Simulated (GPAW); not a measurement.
# Al (Fm-3m) in GPAW: reference runs

Aim: a first look at Al with PBEsol, on the cell as given and on a disturbed one.

Everything below comes from runs of GPAW 26.7.0. Logs are shortened: lines on timing, memory, paths and dates and some standing lists are left out, and cuts for length are marked. The log counts tension as positive stress, the text compression.

### Step 1. The crystal as given

The structure is cubic, space group Fm-3m (No. 225). Conventional cell: a = 4.050 Å, b = 4.050 Å, c = 4.050 Å, α = 90.00°, β = 90.00°, γ = 90.00°. Around Al (site symmetry m-3m) lie 12 Al at 2.86 Å.

### Step 2. Single point, PBEsol

run.py reads:

```python
from ase import Atoms
from ase.dft.bandgap import bandgap
from ase.io import write
from ase.units import GPa
from gpaw import GPAW, PW, setup_paths

setup_paths.insert(0, '.')

atoms = Atoms(['Al'],
              cell=[[0.0, 2.024805, 2.024805],
                    [2.024805, 0.0, 2.024805],
                    [2.024805, 2.024805, 0.0]],
              scaled_positions=[[0.0, 0.0, 0.0]],
              pbc=True)

calc = GPAW(mode=PW(600),
            xc='PBEsol',
            kpts={'size': (11, 11, 11), 'gamma': True},
            occupations={'name': 'fermi-dirac', 'width': 0.05},
            nbands=7,
            convergence={'density': 1e-05, 'energy': 1e-05},
            maxiter=150,
            txt='gpaw.txt')
atoms.calc = calc
energy = atoms.get_potential_energy()
forces = atoms.get_forces()
stress = atoms.get_stress()
calc.write('gs.gpw')
write('result.traj', atoms)
print(f'Energy: {energy:.6f} eV')
print('Forces (eV/A):')
print(forces.round(4))
print('Stress (GPa):', (stress / GPa).round(3))
print('Fermi level:', round(calc.get_fermi_level(), 4), 'eV')
print(f'Gap: {bandgap(calc)[0]:.4f} eV, direct: {bandgap(calc, direct=True)[0]:.4f} eV')
```

Potentials or basis: PAW data sets generated in the run's folder for this functional, pw.

The run is started by

```console
> gpaw-setup -f PBEsol Al
> OMP_NUM_THREADS=1 python run.py
```

gpaw.txt:

```text
__  _  _
 | _ |_)|_||  |
 |__||  | ||/\| - 26.7.0

Input parameters:
  mode=PW(ecut=600.0),
  convergence={'density': 1e-05, 'energy': 1e-05},
  kpts=MonkhorstPack(size=(11, 11, 11), gamma=True),
  maxiter=150,
  nbands=7,
  occupations=Occupations(name='fermi-dirac', width=0.05),
  xc=XC(name='PBEsol')

Diagonalizing LCAO Hamiltonian
Converting LCAO to pw mode

       Al

Atoms  # Å, Bohr magnetons
|   | symbol |        x |        y |        z |    initial magnetic moments |
|---|--------|----------|----------|----------|-----------------------------|
| 0 |     Al | 0.000000 | 0.000000 | 0.000000 | ( 0.0000,  0.0000,  0.0000) |

Unit cell  # Å
| periodic |        x |        y |        z |  lengths |    angles |
|----------|----------|----------|----------|----------|-----------|
|      yes | 0.000000 | 2.024805 | 2.024805 | 2.863507 | 60.000000 |
|      yes | 2.024805 | 0.000000 | 2.024805 | 2.863507 | 60.000000 |
|      yes | 2.024805 | 2.024805 | 0.000000 | 2.863507 | 60.000000 |

Number of symmetries: 48
Symmetry operations  # r_c * U_cc + t_c -> r_c
|    | kind |            matrix            |
|----|------|------------------------------|
|  0 |  σ   |  1, 0, 0,  1, 0,-1,  1,-1, 0 |
|  1 |  C2  |  1, 0, 0,  1,-1, 0,  1, 0,-1 |
|  2 |  E   |  1, 0, 0,  0, 1, 0,  0, 0, 1 |
|  3 |  σ   |  1, 0, 0,  0, 0, 1,  0, 1, 0 |
|  4 |  C4  |  1, 0,-1,  1, 0, 0,  1,-1, 0 |
|  5 |  S6  |  1, 0,-1,  1,-1, 0,  1, 0, 0 |
|  6 |  σ   |  1, 0,-1,  0, 1,-1,  0, 0,-1 |
|  7 |  C3  |  1, 0,-1,  0, 0,-1,  0, 1,-1 |
|  8 |  S6  |  1,-1, 0,  1, 0, 0,  1, 0,-1 |
|  9 |  C4  |  1,-1, 0,  1, 0,-1,  1, 0, 0 |
| 10 |  C3  |  1,-1, 0,  0,-1, 1,  0,-1, 0 |
| 11 |  σ   |  1,-1, 0,  0,-1, 0,  0,-1, 1 |
| 12 |  σ   |  0, 1, 0,  1, 0, 0,  0, 0, 1 |
| 13 |  C4  |  0, 1, 0,  0, 1,-1, -1, 1, 0 |
| 14 |  C3  |  0, 1, 0,  0, 0, 1,  1, 0, 0 |
| 15 |  S6  |  0, 1, 0, -1, 1, 0,  0, 1,-1 |
| 16 |  C2  |  0, 1,-1,  1, 0,-1,  0, 0,-1 |
| 17 |  σ   |  0, 1,-1,  0, 1, 0, -1, 1, 0 |
| 18 |  S4  |  0, 1,-1,  0, 0,-1,  1, 0,-1 |
| 19 |  C4  |  0, 1,-1, -1, 1, 0,  0, 1, 0 |
| 20 |  C3  |  0, 0, 1,  1, 0, 0,  0, 1, 0 |
| 21 |  σ   |  0, 0, 1,  0, 1, 0,  1, 0, 0 |
| 22 |  S6  |  0, 0, 1,  0,-1, 1, -1, 0, 1 |
| 23 |  C4  |  0, 0, 1, -1, 0, 1,  0,-1, 1 |
| 24 |  S4  |  0, 0,-1,  1, 0,-1,  0, 1,-1 |
| 25 |  C3  |  0, 0,-1,  0, 1,-1,  1, 0,-1 |
| 26 |  C2  |  0, 0,-1,  0,-1, 0, -1, 0, 0 |
| 27 |  S6  |  0, 0,-1, -1, 0, 0,  0,-1, 0 |
| 28 |  S4  |  0,-1, 1,  1,-1, 0,  0,-1, 0 |
| 29 |  C4  |  0,-1, 1,  0, 0, 1, -1, 0, 1 |
| 30 |  C2  |  0,-1, 1,  0,-1, 0,  1,-1, 0 |
| 31 |  σ   |  0,-1, 1, -1, 0, 1,  0, 0, 1 |
| 32 |  C3  |  0,-1, 0,  1,-1, 0,  0,-1, 1 |
| 33 |  S6  |  0,-1, 0,  0, 0,-1, -1, 0, 0 |
| 34 |  S4  |  0,-1, 0,  0,-1, 1,  1,-1, 0 |
| 35 |  C2  |  0,-1, 0, -1, 0, 0,  0, 0,-1 |
| 36 |  C2  | -1, 1, 0,  0, 1, 0,  0, 1,-1 |
| 37 |  S6  | -1, 1, 0,  0, 1,-1,  0, 1, 0 |
| 38 |  S4  | -1, 1, 0, -1, 0, 1, -1, 0, 0 |
| 39 |  C3  | -1, 1, 0, -1, 0, 0, -1, 0, 1 |
| 40 |  S6  | -1, 0, 1,  0, 0, 1,  0,-1, 1 |
| 41 |  C2  | -1, 0, 1,  0,-1, 1,  0, 0, 1 |
| 42 |  C3  | -1, 0, 1, -1, 1, 0, -1, 0, 0 |
| 43 |  S4  | -1, 0, 1, -1, 0, 0, -1, 1, 0 |
| 44 |  C2  | -1, 0, 0,  0, 0,-1,  0,-1, 0 |
| 45 |  i   | -1, 0, 0,  0,-1, 0,  0, 0,-1 |
| 46 |  σ   | -1, 0, 0, -1, 1, 0, -1, 0, 1 |
| 47 |  C2  | -1, 0, 0, -1, 0, 1, -1, 1, 0 |

BZ-sampling:
  Number of BZ points: 1331
  Number of IBZ points: 56

  Monkhorst-Pack size: [11, 11, 11]
  Monkhorst-Pack shift: [0, 0, 0]

K-points  # in reciprocal-cell coordinates
|     |                                coordinates |     weight |
|-----|--------------------------------------------|------------|
|   0 | (  0.00000000,   0.00000000,   0.00000000) | 0.00075131 |
|   1 | (  0.09090909,   0.09090909,   0.00000000) | 0.00450789 |
|   2 | (  0.09090909,   0.09090909,   0.09090909) | 0.00601052 |
|   3 | (  0.18181818,   0.09090909,   0.09090909) | 0.00901578 |
|   4 | (  0.18181818,   0.18181818,   0.00000000) | 0.00450789 |
|   5 | (  0.18181818,   0.18181818,   0.09090909) | 0.01803156 |
|   6 | (  0.18181818,   0.18181818,   0.18181818) | 0.00601052 |
|   7 | (  0.27272727,   0.18181818,   0.09090909) | 0.01803156 |
|   8 | (  0.27272727,   0.18181818,   0.18181818) | 0.01803156 |
|   9 | (  0.27272727,   0.27272727,   0.00000000) | 0.00450789 |
| ... |                                            |            |
|  55 | (  0.45454545,   0.45454545,   0.45454545) | 0.00601052 |

Plane wave coefficients: 564
Cutoff: 600.0 eV

Spin-components: 1 (collinear spins)
Bands:           7
Projectors:      5
Spin-degeneracy: 2
Datatype:        complex128

Parallelization:
  kpt:    1
  domain: 1
  band:   1

Density:
  Valence electrons: 3.0
  Components: 1
  Grid points: [18 18 18]
  Charge: 0.0  # |e|

Potential:
  Grid points: [18 18 18]

species:
  Al:
    name:    Aluminium
    Z:       13.0
    valence: 3
    core:    10
    charge:  0.0  # [|e|]
    compensation charges:
      type: gauss
      rc: 0.34  # [Å]
      lmax: 2
    cutoffs:
      filter: 1.91  # [Å]
      core: 2.36  # [Å]
    projectors
    | kind |    occ | energy [eV] | rcut [Å] |
    |------|--------|-------------|----------|
    |   3s |  2.000 |      -7.715 |    1.085 |
    |   3p |  1.000 |      -2.689 |    1.085 |
    |    s |        |      19.497 |    1.085 |
    |    p |        |      24.522 |    1.085 |
    |    d |        |       0.000 |    1.085 |

    Using partial waves for Al as LCAO basis

Reference energy: -6590.127727  # eV

eigensolver:
  PPCG
  Converge bands: occupied
  niter=2

density mixing:
  MSR1-Mixer
  Pratt-step length: 0.05
  Maximum mixing coefficient: 0.75
  Old densities: 10
  SVD Regularization: 0.005
  Good broyden scale: 1.0
  Trust region scale: 1.0
  Backstep threshold: 4.0
  History deletion threshold: 6.0
  Fourier metric: weight=20.0, sigma=0.015

occupation numbers:
  Fermi-Dirac:
    width: 0.0500  # eV

poisson solver:
  ecut: 4800.0  # eV

xc functional:
  name: PBEsol with 2 nearest neighbor stencil

convergence criteria:
- Maximum integral of absolute [dens]ity change: 1e-05 electrons / valence electron
- Maximum [total energy] change in last 3 cyles: 1e-05 eV / valence electron
- Maximum integral of absolute [eigenst]ate change: 4e-08 eV^2 / valence electron
maximum number of iterations: 150

SCF iterations
|iter     | |      energy | eigst |  dens |
|---------|-|-------------|-------|-------|
|iter:   1| |   -4.096126 | -0.24 |       |
|iter:   2| |   -4.095814 | -3.50 | -0.98 |
|iter:   3| |   -4.091658 | -3.27 | -1.00 |
|iter:   4| |   -4.091669 | -3.99 | -1.57 |
|iter:   5| |   -4.091677c| -6.01 | -2.94 |
|iter:   6| |   -4.091678c| -6.62 | -3.37 |
|iter:   7| |   -4.091678c| -8.68c| -4.59 |
|iter:   8| |   -4.091678c| -9.38c| -5.11c|

Converged in 8 steps
Energy contributions relative to reference atoms: (reference = -6590.127727)

Energy contributions:
  Kinetic:           3.821491
  Coulomb:          -1.948457
  Zero:             -0.006836
  External:          0.000000
  Xc:               -5.955879
  Entropy:          -0.003996
  Spinorbit:         0.000000
  ----------------------------
  Free energy:      -4.093676
  Extrapolated:     -4.091678

dipole moment: (-6.959579, -6.959579, -6.959579)  # |e|*Ang

Fermi level: 7.054
Eigenvalues  # (at kpt = [0.000, 0.000, 0.000])
| band index |      eig [eV] | occ [0-2] |
|------------|---------------|-----------|
|          0 |        -4.046 |     2.000 |
|          1 |        19.629 |     0.000 |
|          2 |        19.629 |     0.000 |
|          3 |        19.629 |     0.000 |
|          4 |        21.051 |     0.000 |
|          5 |        21.051 |     0.000 |
|          6 |        21.051 |     0.000 |

No gap
No difference between direct/indirect transitions

Forces  # eV/Ang
|        x |       y |       z |
|----------|---------|---------|
| -0.00000 | 0.00000 | 0.00000 |  # Al   0

Stress tensor  # eV/Ang^3
|         x |         y |         z |
|-----------|-----------|-----------|
|  0.011108 | -0.000000 |  0.000000 |
| -0.000000 |  0.011108 | -0.000000 |
|  0.000000 | -0.000000 |  0.011108 |

# Writing to gs.gpw (mode='')
```

Wall time 5.8 s (1 thread of Arm Neoverse V2, shared host); peak memory 0.12 GiB.

What came out:

```
Free energy            : -4.0937 eV
Pressure               : -1.8 GPa
Band gap on the k mesh : none (metal or under the smearing width)
```

### Step 3. Single point, PBEsol (cell strained at random at fixed volume)

Changes to run.py since step 2:

```diff
@@ -9,6 +9,6 @@
 atoms = Atoms(['Al'],
-              cell=[[0.0, 2.024805, 2.024805],
-                    [2.024805, 0.0, 2.024805],
-                    [2.024805, 2.024805, 0.0]],
-              scaled_positions=[[0.0, 0.0, 0.0]],
+              cell=[[0.047894, 1.969142, 2.026853],
+                    [2.043256, -0.008354, 2.083101],
+                    [2.040582, 2.022715, -0.005679]],
+              scaled_positions=[[0.005978, -0.013119, 0.021168]],
               pbc=True)
```

Potentials or basis: PAW data sets generated in the run's folder for this functional, pw.

The run is started by

```console
> gpaw-setup -f PBEsol Al
> OMP_NUM_THREADS=1 python run.py
```

gpaw.txt:

```text
__  _  _
 | _ |_)|_||  |
 |__||  | ||/\| - 26.7.0

Input parameters:
  mode=PW(ecut=600.0),
  convergence={'density': 1e-05, 'energy': 1e-05},
  kpts=MonkhorstPack(size=(11, 11, 11), gamma=True),
  maxiter=150,
  nbands=7,
  occupations=Occupations(name='fermi-dirac', width=0.05),
  xc=XC(name='PBEsol')

Diagonalizing LCAO Hamiltonian
Converting LCAO to pw mode

       Al

Atoms  # Å, Bohr magnetons
|   | symbol |        x |        y |         z |    initial magnetic moments |
|---|--------|----------|----------|-----------|-----------------------------|
| 0 |     Al | 0.016676 | 0.054698 | -0.015332 | ( 0.0000,  0.0000,  0.0000) |

Unit cell  # Å
| periodic |        x |         y |         z |  lengths |    angles |
|----------|----------|-----------|-----------|----------|-----------|
|      yes | 0.047894 |  1.969142 |  2.026853 | 2.826296 | 60.403307 |
|      yes | 2.043256 | -0.008354 |  2.083101 | 2.917923 | 59.927039 |
|      yes | 2.040582 |  2.022715 | -0.005679 | 2.873218 | 58.544408 |

Number of symmetries: 1
Symmetry operations  # r_c * U_cc + t_c -> r_c
|   | kind |            matrix            |
|---|------|------------------------------|
| 0 |  E   |  1, 0, 0,  0, 1, 0,  0, 0, 1 |

BZ-sampling:
  Number of BZ points: 1331
  Number of IBZ points: 666

  Monkhorst-Pack size: [11, 11, 11]
  Monkhorst-Pack shift: [0, 0, 0]

K-points  # in reciprocal-cell coordinates
|     |                                coordinates |     weight |
|-----|--------------------------------------------|------------|
|   0 | (  0.00000000,   0.00000000,   0.00000000) | 0.00075131 |
|   1 | (  0.00000000,   0.00000000,   0.09090909) | 0.00150263 |
|   2 | (  0.00000000,   0.00000000,   0.18181818) | 0.00150263 |
|   3 | (  0.00000000,   0.00000000,   0.27272727) | 0.00150263 |
|   4 | (  0.00000000,   0.00000000,   0.36363636) | 0.00150263 |
|   5 | (  0.00000000,   0.00000000,   0.45454545) | 0.00150263 |
|   6 | (  0.00000000,   0.09090909,  -0.45454545) | 0.00150263 |
|   7 | (  0.00000000,   0.09090909,  -0.36363636) | 0.00150263 |
|   8 | (  0.00000000,   0.09090909,  -0.27272727) | 0.00150263 |
|   9 | (  0.00000000,   0.09090909,  -0.18181818) | 0.00150263 |
| ... |                                            |            |
| 665 | (  0.45454545,   0.45454545,   0.45454545) | 0.00150263 |

Plane wave coefficients: 568
Cutoff: 600.0 eV

Spin-components: 1 (collinear spins)
Bands:           7
Projectors:      5
Spin-degeneracy: 2
Datatype:        complex128

Parallelization:
  kpt:    1
  domain: 1
  band:   1

Density:
  Valence electrons: 3.0
  Components: 1
  Grid points: [16 18 18]
  Charge: 0.0  # |e|

Potential:
  Grid points: [16 18 18]

species:
  Al:
    name:    Aluminium
    Z:       13.0
    valence: 3
    core:    10
    charge:  0.0  # [|e|]
    compensation charges:
      type: gauss
      rc: 0.34  # [Å]
      lmax: 2
    cutoffs:
      filter: 1.91  # [Å]
      core: 2.36  # [Å]
    projectors
    | kind |    occ | energy [eV] | rcut [Å] |
    |------|--------|-------------|----------|
    |   3s |  2.000 |      -7.715 |    1.085 |
    |   3p |  1.000 |      -2.689 |    1.085 |
    |    s |        |      19.497 |    1.085 |
    |    p |        |      24.522 |    1.085 |
    |    d |        |       0.000 |    1.085 |

    Using partial waves for Al as LCAO basis

Reference energy: -6590.127727  # eV

eigensolver:
  PPCG
  Converge bands: occupied
  niter=2

density mixing:
  MSR1-Mixer
  Pratt-step length: 0.05
  Maximum mixing coefficient: 0.75
  Old densities: 10
  SVD Regularization: 0.005
  Good broyden scale: 1.0
  Trust region scale: 1.0
  Backstep threshold: 4.0
  History deletion threshold: 6.0
  Fourier metric: weight=20.0, sigma=0.015

occupation numbers:
  Fermi-Dirac:
    width: 0.0500  # eV

poisson solver:
  ecut: 4800.0  # eV

xc functional:
  name: PBEsol with 2 nearest neighbor stencil

convergence criteria:
- Maximum integral of absolute [dens]ity change: 1e-05 electrons / valence electron
- Maximum [total energy] change in last 3 cyles: 1e-05 eV / valence electron
- Maximum integral of absolute [eigenst]ate change: 4e-08 eV^2 / valence electron
maximum number of iterations: 150

SCF iterations
|iter     | |      energy | eigst |  dens |
|---------|-|-------------|-------|-------|
|iter:   1| |   -4.091212 | -0.25 |       |
|iter:   2| |   -4.090930 | -3.47 | -0.98 |
|iter:   3| |   -4.086953 | -3.27 | -1.00 |
|iter:   4| |   -4.086969 | -3.98 | -1.57 |
|iter:   5| |   -4.086976c| -6.02 | -2.95 |
|iter:   6| |   -4.086977c| -6.64 | -3.37 |
|iter:   7| |   -4.086977c| -8.62c| -4.57 |
|iter:   8| |   -4.086977c| -9.36c| -5.13c|

Converged in 8 steps
Energy contributions relative to reference atoms: (reference = -6590.127727)

Energy contributions:
  Kinetic:           3.910294
  Coulomb:          -2.024219
  Zero:             -0.006844
  External:          0.000000
  Xc:               -5.964773
  Entropy:          -0.002871
  Spinorbit:         0.000000
  ----------------------------
  Free energy:      -4.088412
  Extrapolated:     -4.086977

dipole moment: (-0.010341, -6.655210, 0.042527)  # |e|*Ang

Fermi level: 7.082
Eigenvalues  # (at kpt = [0.000, 0.000, 0.000])
| band index |      eig [eV] | occ [0-2] |
|------------|---------------|-----------|
|          0 |        -4.047 |     2.000 |
|          1 |        19.087 |     0.000 |
|          2 |        19.355 |     0.000 |
|          3 |        20.447 |     0.000 |
|          4 |        20.550 |     0.000 |
|          5 |        20.683 |     0.000 |
|          6 |        21.623 |     0.000 |

No gap
No difference between direct/indirect transitions

Forces  # eV/Ang
|       x |        y |       z |
|---------|----------|---------|
| 0.00000 | -0.00000 | 0.00000 |  # Al   0

Stress tensor  # eV/Ang^3
|        x |         y |         z |
|----------|-----------|-----------|
| 0.004376 |  0.004529 |  0.007218 |
| 0.004529 |  0.004951 | -0.009458 |
| 0.007218 | -0.009458 |  0.020329 |

# Writing to gs.gpw (mode='')
```

Run time: 39 s. Hardware: 1 thread of Arm Neoverse V2, shared host; peak memory 0.22 GiB.

What came out:

- Free energy: -4.0884 eV
- Pressure: -1.6 GPa
- Band gap on the k mesh: none (metal or under the smearing width)
